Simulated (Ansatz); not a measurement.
The system is CuAu.

```
Au Cu
1.0
     2.81075    0.00000    0.00000
     0.00000    2.81075    0.00000
     0.00000    0.00000    3.68500
Au Cu
1 1
Cartesian
  0.0000 0.0000 0.0000
  1.4054 1.4054 1.8425
```

Base run:

- Program: Ansatz 0.2.0
- Functional: PBE
- Potentials or basis: all-electron LAPW, scalar-relativistic
- Cutoff: 271 eV (chosen from the basis error)
- Basis error allowed: 0.001 eV/atom
- k mesh: 9 × 9 × 7
- Occupations: fermi-dirac, width 0.05 eV
- Spin: no spin polarisation

Its results: pressure 4.5 GPa.

**Question.** The run is repeated on the same cell with these changes: functional from PBE to PBEsol. What comes out?

**Answer.** Pressure -4.0 GPa.

PBEsol binds more tightly than PBE, so the same cell stands under less pressure.
